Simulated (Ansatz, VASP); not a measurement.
## Al in VASP and in Ansatz

```
Al
1.0
     2.74031    0.00000    0.00000
    -1.37016    2.37318    0.00000
     0.00000    0.00000    9.02807
Al
4
Direct
  0.00000 0.00000 0.00000
  0.33333 0.66667 0.25000
  0.00000 0.00000 0.50000
  0.66667 0.33333 0.75000
```

Alike in both runs: functional PBEsol; k mesh 9 × 9 × 3; no spin polarisation.

Ansatz relaxed the structure, and its values are those at the end. VASP's run is a single point on that final structure, the one shown.

|  | VASP | Ansatz |
| --- | --- | --- |
| version | VASP 6.6.1 | Ansatz 0.2.0 |
| potentials or method | VASP PAW PBE potentials, release 64 (Al) | plane waves, PAW |
| plane-wave cutoff (eV) | 520 | 420 |
| occupations | methfessel-paxton of order 1, width 0.1 eV | cold, width 0.1 eV |
| valence electrons in the cell | 12 | 12 |

|  | VASP | Ansatz | Ansatz less VASP |
| --- | --- | --- | --- |
| pressure (GPa) | 10.1 | 10.0 | -0.09 |

Caveats: the PAW data sets were made with another functional, which shifts forces and pressure a little (VASP).
